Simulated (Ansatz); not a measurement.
# TiH17C36: the cost of one run

Program: Ansatz 0.2.0. Level of theory: DFT PBE, scalar-relativistic, plane waves, PAW. These are calculated values, not measurements.

## 1. The structure to begin with

Symmetry: P1, No. 1, triclinic system. The conventional cell has a = 7.573 Å, b = 7.573 Å, c = 16.776 Å, α = 90.00°, β = 90.00°, γ = 120.00°. H (site symmetry 1) is surrounded by 1 C at 1.10 Å. Only part of the 54 independent sites is listed.

As a file:

```cif
data_structure
_symmetry_space_group_name_H-M 'P1'
_symmetry_Int_Tables_number 1
_cell_length_a 7.5731
_cell_length_b 7.5731
_cell_length_c 16.7764
_cell_angle_alpha 90.000
_cell_angle_beta 90.000
_cell_angle_gamma 120.000
_cell_volume 833.26
loop_
_atom_site_label
_atom_site_type_symbol
_atom_site_symmetry_multiplicity
_atom_site_Wyckoff_symbol
_atom_site_fract_x
_atom_site_fract_y
_atom_site_fract_z
_atom_site_occupancy
H1 H 1 a 0.11111 0.22222 0.05961 1
H2 H 1 a 0.44444 0.55556 0.05961 1
H3 H 1 a 0.77778 0.88889 0.05961 1
H4 H 1 a 0.11111 0.55556 0.05961 1
H5 H 1 a 0.44444 0.88889 0.05961 1
H6 H 1 a 0.77778 0.22222 0.05961 1
H7 H 1 a 0.11111 0.88889 0.05961 1
H8 H 1 a 0.44444 0.22222 0.05961 1
H9 H 1 a 0.77778 0.55556 0.05961 1
C1 C 1 a 0.11111 0.22222 0.12518 1
C2 C 1 a 0.44444 0.55556 0.12518 1
C3 C 1 a 0.77778 0.88889 0.12518 1
C4 C 1 a 0.11111 0.55556 0.12518 1
C5 C 1 a 0.44444 0.88889 0.12518 1
C6 C 1 a 0.77778 0.22222 0.12518 1
C7 C 1 a 0.11111 0.88889 0.12518 1
C8 C 1 a 0.44444 0.22222 0.12518 1
C9 C 1 a 0.77778 0.55556 0.12518 1
C10 C 1 a 0.88889 0.11111 0.15589 1
C11 C 1 a 0.22222 0.44444 0.15589 1
C12 C 1 a 0.55556 0.77778 0.15589 1
C13 C 1 a 0.88889 0.44444 0.15589 1
C14 C 1 a 0.22222 0.77778 0.15589 1
C15 C 1 a 0.55556 0.11111 0.15589 1
C16 C 1 a 0.88889 0.77778 0.15589 1
C17 C 1 a 0.22222 0.11111 0.15589 1
C18 C 1 a 0.55556 0.44444 0.15589 1
C19 C 1 a 0.88889 0.11111 0.24803 1
C20 C 1 a 0.22222 0.44444 0.24803 1
C21 C 1 a 0.55556 0.77778 0.24803 1
C22 C 1 a 0.88889 0.44444 0.24803 1
C23 C 1 a 0.22222 0.77778 0.24803 1
C24 C 1 a 0.55556 0.11111 0.24803 1
C25 C 1 a 0.88889 0.77778 0.24803 1
C26 C 1 a 0.22222 0.11111 0.24803 1
C27 C 1 a 0.55556 0.44444 0.24803 1
C28 C 1 a 0.00000 0.00000 0.27875 1
C29 C 1 a 0.33333 0.33333 0.27875 1
C30 C 1 a 0.66667 0.66667 0.27875 1
C31 C 1 a 0.00000 0.33333 0.27875 1
C32 C 1 a 0.33333 0.66667 0.27875 1
C33 C 1 a 0.66667 0.00000 0.27875 1
C34 C 1 a 0.00000 0.66667 0.27875 1
C35 C 1 a 0.33333 0.00000 0.27875 1
C36 C 1 a 0.66667 0.33333 0.27875 1
H10 H 1 a 0.33333 0.33333 0.34432 1
H11 H 1 a 0.66667 0.66667 0.34432 1
H12 H 1 a 0.00000 0.33333 0.34432 1
H13 H 1 a 0.33333 0.66667 0.34432 1
H14 H 1 a 0.66667 0.00000 0.34432 1
H15 H 1 a 0.00000 0.66667 0.34432 1
H16 H 1 a 0.33333 0.00000 0.34432 1
H17 H 1 a 0.66667 0.33333 0.34432 1
Ti1 Ti 1 a 0.89992 0.11809 0.42419 1
```

## 2. End point A relaxed

File input.yaml:

```yaml
crystal:
  lattice:
    - [7.573114, 0.0, 0.0]
    - [3.786557, 6.558509, 0.0]
    - [0.0, 0.0, 16.776426]
  atoms:
    - { symbol: H, position: [0.1111111, 0.1111111, 0.0596075] }
    - { symbol: H, position: [0.4444444, 0.1111111, 0.0596075] }
    - { symbol: H, position: [0.7777778, 0.1111111, 0.0596075] }
    - { symbol: H, position: [0.1111111, 0.4444444, 0.0596075] }
    - { symbol: H, position: [0.4444444, 0.4444444, 0.0596075] }
    - { symbol: H, position: [0.7777778, 0.4444444, 0.0596075] }
    - { symbol: H, position: [0.1111111, 0.7777778, 0.0596075] }
    - { symbol: H, position: [0.4444444, 0.7777778, 0.0596075] }
    - { symbol: H, position: [0.7777778, 0.7777778, 0.0596075] }
    - { symbol: C, position: [0.1111111, 0.1111111, 0.1251757] }
    - { symbol: C, position: [0.4444444, 0.1111111, 0.1251757] }
    - { symbol: C, position: [0.7777778, 0.1111111, 0.1251757] }
    - { symbol: C, position: [0.1111111, 0.4444444, 0.1251757] }
    - { symbol: C, position: [0.4444444, 0.4444444, 0.1251757] }
    - { symbol: C, position: [0.7777778, 0.4444444, 0.1251757] }
    - { symbol: C, position: [0.1111111, 0.7777778, 0.1251757] }
    - { symbol: C, position: [0.4444444, 0.7777778, 0.1251757] }
    - { symbol: C, position: [0.7777778, 0.7777778, 0.1251757] }
    - { symbol: C, position: [-0.1111111, 0.2222222, 0.1558905] }
    - { symbol: C, position: [0.2222222, 0.2222222, 0.1558905] }
    - { symbol: C, position: [0.5555556, 0.2222222, 0.1558905] }
    - { symbol: C, position: [-0.1111111, 0.5555556, 0.1558905] }
    - { symbol: C, position: [0.2222222, 0.5555556, 0.1558905] }
    - { symbol: C, position: [0.5555556, 0.5555556, 0.1558905] }
    - { symbol: C, position: [-0.1111111, 0.8888889, 0.1558905] }
    - { symbol: C, position: [0.2222222, 0.8888889, 0.1558905] }
    - { symbol: C, position: [0.5555556, 0.8888889, 0.1558905] }
    - { symbol: C, position: [-0.1111111, 0.2222222, 0.248035] }
    - { symbol: C, position: [0.2222222, 0.2222222, 0.248035] }
    - { symbol: C, position: [0.5555556, 0.2222222, 0.248035] }
    - { symbol: C, position: [-0.1111111, 0.5555556, 0.248035] }
    - { symbol: C, position: [0.2222222, 0.5555556, 0.248035] }
    - { symbol: C, position: [0.5555556, 0.5555556, 0.248035] }
    - { symbol: C, position: [-0.1111111, 0.8888889, 0.248035] }
    - { symbol: C, position: [0.2222222, 0.8888889, 0.248035] }
    - { symbol: C, position: [0.5555556, 0.8888889, 0.248035] }
    - { symbol: C, position: [0.0, 0.0, 0.2787498] }
    - { symbol: C, position: [0.3333333, 0.0, 0.2787498] }
    - { symbol: C, position: [0.6666667, 0.0, 0.2787498] }
    - { symbol: C, position: [0.0, 0.3333333, 0.2787498] }
    - { symbol: C, position: [0.3333333, 0.3333333, 0.2787498] }
    - { symbol: C, position: [0.6666667, 0.3333333, 0.2787498] }
    - { symbol: C, position: [0.0, 0.6666667, 0.2787498] }
    - { symbol: C, position: [0.3333333, 0.6666667, 0.2787498] }
    - { symbol: C, position: [0.6666667, 0.6666667, 0.2787498] }
    - { symbol: H, position: [0.3333333, 0.0, 0.344318] }
    - { symbol: H, position: [0.6666667, 0.0, 0.344318] }
    - { symbol: H, position: [0.0, 0.3333333, 0.344318] }
    - { symbol: H, position: [0.3333333, 0.3333333, 0.344318] }
    - { symbol: H, position: [0.6666667, 0.3333333, 0.344318] }
    - { symbol: H, position: [0.0, 0.6666667, 0.344318] }
    - { symbol: H, position: [0.3333333, 0.6666667, 0.344318] }
    - { symbol: H, position: [0.6666667, 0.6666667, 0.344318] }
    - { symbol: Ti, position: [0.8999183, 0.2181705, 0.424192], spin: 1.0 }
magnetization:
  spin_polarized: true
basis:
  ecutwfc: 420.0
kpoints:
  mp_grid: { grid: [2, 2, 1] }
hamiltonian:
  xc: pbe
  pseudopotentials: { kind: paw, azcp: { folder: soft_1 } }
scf:
  occupations: { method: gaussian, width: 0.05 }
  lower_state_search: "off"
relax:
  f_tol: 0.03
  max_steps: 60
  adjacent_minimum: "off"
  constraints:
    - { sites: [0, 1, 2, 3, 4, 5, 6, 7, 8, 9, 10, 11, 12, 13, 14, 15, 16, 17, 18, 19, 20, 21, 22, 23, 24, 25, 26] }
```

On the command line:

```sh
$ ansatz run input.yaml --threads 4 --pin off --max-ram 10240MiB --backend cpu --events-out ev --progress --plain --runs-dir out
```

What time and memory should one allow on 4 threads of Arm Neoverse V1, shared host?

About 5.6 min, with a peak of 2.7 GiB.
